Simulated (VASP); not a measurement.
CdTe:

```
Cd Te
1.0
     0.00000    3.27996    3.27996
     3.44756    0.00000    3.27996
     3.44756    3.27996    0.00000
Cd Te
1 1
Direct
  0.00000 0.00000 0.00000
  0.25000 0.25000 0.25000
```

The cell was built by a generator and needn't be a form met in nature.

The cell isn't the ideal one: uniaxial_x strain +5.1%.

Base run:

* Program: VASP 6.6.1
* Functional: r2SCAN
* Potentials or basis: VASP PAW PBE potentials, release 64 (Cd, Te)
* Cutoff: 520 eV
* k mesh: 6 × 6 × 6
* Occupations: gaussian, width 0.01 eV
* Spin: no spin polarisation

Its results: band gap on the k mesh 0.93 eV, direct; pressure -1.8 GPa.

Question: The run is repeated on the same cell with these changes: functional from r2SCAN to HSE06; k mesh from 6 × 6 × 6 to 4 × 4 × 4. What comes out?

Answer: Band gap on the k mesh 1.21 eV, direct; pressure -1.6 GPa.

Several settings changed at once, so the effect can't be laid on one alone.

Caveats: the PAW data sets were made with another functional, which shifts forces and pressure a little; spin-orbit coupling is left out, which moves the levels of the heavy elements.

